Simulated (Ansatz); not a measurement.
**Calculated with Ansatz: NbN, settings compared**

The input file (Ansatz 0.2.0, plane waves):

```yaml
crystal:
  lattice:
    - [0.0, 2.200397, 2.200397]
    - [2.200397, 0.0, 2.200397]
    - [2.200397, 2.200397, 0.0]
  atoms:
    - { symbol: Nb, position: [0.5, 0.5, 0.5] }
    - { symbol: "N", position: [0.0, 0.0, 0.0] }
  symmetry: { tolerance: 0.0003 }
kpoints:
  mp_grid: { grid: [7, 7, 7], shift: [0, 0, 0] }
magnetization:
  spin_polarized: false
scf:
  occupations: { method: fermi_dirac }
hamiltonian:
  pseudopotentials: { kind: paw }
  xc: pbe
basis:
  ecutwfc: 420
output:
  forces: true
  stress: true
  eigenvalues: true
```

The command:

```bash
ansatz run input.yaml --threads 1 --pin off --max-ram 2560MiB --backend cpu --events-out ev --progress --plain --runs-dir out
```

Origin of the cell: a database entry, scaled a little.

The smearing width isn't typed, so it takes its default of 0.1 eV.

Output of this run (shortened):

```
Pseudopotentials: kind: paw
Pseudopotential: Nb, paw, valence charge 13, recommended cutoff 420 eV (normal), Nb.paw.azcp
Pseudopotential: N, paw, valence charge 5, recommended cutoff 420 eV (normal), N.paw.azcp
Functional definition: PBE
  exchange = pbe_x(kappa = kappa, mu = beta*pi^2/3)
  correlation = pbe_c(beta = beta)
Crystal: 2 atoms, lattice volume = 21.308 Å³
Basis set: ecut = 420 eV, 411 PW (Γ), exchange–correlation on 48×48×48 points (8 copies of the dense FFT grid, shifted against one another)
Bands: 13, of which v1, the nominal top of the filled ones, is band 9 counted from 1 (8 counted from 0)
Symmetry: 48 space group operations
Space group: Fm-3m (ITA 225), of the structure as read, at distance tolerance 8.3e-4 Å
k-points: 20 of 343
[… 4 lines left out …]
Initial density: superposition of atomic densities (neutral atoms: chi_scale 0, normalization atom), corrected by the library's trained network
Functional: x = pbe(κ = 0.804, μ = 0.219515), c = pbe(β = 0.066725)
SCF iter   1: F=—  HF=-4938.236056 eV  Δρ=2.66e-3  dr2=1.14e-3  defer=1
SCF iter   2: F=—  HF=-4938.236047 eV  Δρ=1.67e-3  dr2=5.07e-4  defer=1
SCF iter   3: F=—  HF=-4938.236046 eV  Δρ=2.36e-4  dr2=1.22e-5  defer=1
SCF iter   4: F=—  HF=-4938.236045 eV  Δρ=4.73e-5  dr2=1.61e-7  defer=1
SCF iter   5: F=-4938.236045 eV  HF=-4938.236045 eV  Δρ=9.08e-6  dr2=7.49e-9  defer=1
SCF iter   6: F=-4938.236045 eV  HF=-4938.236045 eV  Δρ=2.37e-6  dr2=6.37e-10
SCF 1 converged in 6 iterations: F = -4938.236045 eV  dr2 = 6.37e-10
SCF converged after 6 iterations
Free energy (F): -4938.236045 eV
Harris-Foulkes:  -4938.236045 eV  (|F-HF|=4.16e-10)
Internal energy: -4938.204599 eV  (E = F + TS)
E sigma→0 (E₀):  -4938.220322 eV
Entropy (-TS):   -0.031446 eV (-15.723 meV/atom)
Fermi energy:    20.419189 eV
--- Per-component energies (eV) ---
  E_band       = -11.789355
  E_kinetic    = 528.636745
  E_local      = -725.790601  (includes V_loc(G=0)·N_el)
  E_nonlocal   = 163.747153
  E_hartree    = 219.510253
  E_xc         = -237.282616
  E_vxc        = -291.682975  (∫ρ·V_xc dr)
  E_paw        = -3200.070368  (= ΣΔE_a)
  E_vpaw       = -125.719874  (= ΣTr[D̂ρ^β])
  E_aug_tail   = 0.000087  (compensation charges beyond the density's cutoff)
  E_ewald      = -1686.955251
  E_smearing   = -0.031446  (= −TS)
  Σ components = -4938.236045   (vs F -4938.236045, Δ=0.00e0)
--- Forces (eV/Å), atoms counted from 1 ---
  atom   1  Nb     0.000000    -0.000000    -0.000000
  atom   2  N     -0.000000     0.000000     0.000000
  max |Σ_I F_I| component: 0.0 eV/Å
--- Stress (GPa, compression-positive) ---
        4.357201       0.000000       0.000000
        0.000000       4.357201       0.000000
       -0.000000      -0.000000       4.357201
  P = ⅓ Tr σ = 4.3572 GPa (43.572 kbar)
```

The same input was run again with these changes:

1. `scf.occupations.method` fermi_dirac → methfessel_paxton; `scf.occupations.width` default → 0.001
2. `hamiltonian.hubbard` default → { sites: [{ species: Nb, l: d, u_eff: 5.0 }], double_counting: fll }; `scf.eigensolver.kind` default → davidson; `basis.precision` default → f64; `scf.mixing.algorithm` default → anderson; `scf.mixing.beta` default → 0.5
3. `scf.convergence.dr2_threshold` default → 1.0e-11; `kpoints.mp_grid.shift` [0, 0, 0] → [0.5, 0.5, 0.5]; `basis.xc_grid` default → 4
4. `kpoints.mp_grid.grid` [7, 7, 7] → [9, 9, 9]; `crystal.symmetry` { tolerance: 0.0003 } → { detect: false }; `hamiltonian.hubbard` default → { sites: [{ species: Nb, l: d, u_eff: 3.0 }], double_counting: fll }

```json
{"run": "base", "end": "converged", "SCF iterations": "6", "P (GPa)": "4.36", "max force component (eV/Å)": "0.000", "moment (μB)": "–", "ΔE(σ→0) (meV/atom)": "0"}
{"run": "1", "end": "converged", "SCF iterations": "5", "P (GPa)": "4.28", "max force component (eV/Å)": "0.000", "moment (μB)": "–", "ΔE(σ→0) (meV/atom)": "2.24"}
{"run": "2", "end": "converged", "SCF iterations": "9", "P (GPa)": "8.03", "max force component (eV/Å)": "0.000", "moment (μB)": "–", "ΔE(σ→0) (meV/atom)": "–"}
{"run": "3", "end": "converged", "SCF iterations": "8", "P (GPa)": "4.79", "max force component (eV/Å)": "0.000", "moment (μB)": "–", "ΔE(σ→0) (meV/atom)": "15.32"}
{"run": "4", "end": "converged", "SCF iterations": "9", "P (GPa)": "6.58", "max force component (eV/Å)": "0.000", "moment (μB)": "–", "ΔE(σ→0) (meV/atom)": "–"}
```

Energies are compared only where functional, datasets, charge and starting cell are the same.

Caveats of the base run: no moments, though an odd count or open d shells may carry them; the k mesh is coarse if the cell is a metal.

Run 3: the k mesh keeps only part of the crystal's symmetry.

The base run ran for 1.4 s on 1 thread of Arm Neoverse N1 (shared host), peak memory 0.26 GiB, from the program's own first density.
